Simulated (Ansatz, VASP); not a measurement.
BAs in VASP and in Ansatz

```
B As
1.0
     0.00000    2.39187    2.36795
     2.39187    0.00000    2.36795
     2.39187    2.39187    0.00000
B As
1 1
Direct
  0.00000 0.00000 0.00000
  0.25000 0.25000 0.25000
```

Change from the starting cell: uniaxial_z strain -1.0%.

Alike in both runs: task single point; functional PBE; k mesh 10 × 10 × 10; occupations fermi-dirac, width 0.02 eV; no spin polarisation.

|  | VASP | Ansatz |
| --- | --- | --- |
| version | VASP 6.6.1 | Ansatz 0.2.0 |
| potentials or method | VASP PAW PBE potentials, release 64 (B, As) | plane waves, PAW |
| plane-wave cutoff (eV) | 520 | 420 |
| valence electrons in the cell | 8 | 18 |

```csv
,VASP,Ansatz,Ansatz less VASP
gap on the k mesh at the Fermi level (eV),1.02,1.03,+0.009
pressure (GPa),4.3,3.6,-0.68
largest component of the traceless stress (GPa),1.37,1.37,+0.007
```

The two sets of potentials don't hold the same shells in valence.

A k mesh can miss the band edges.
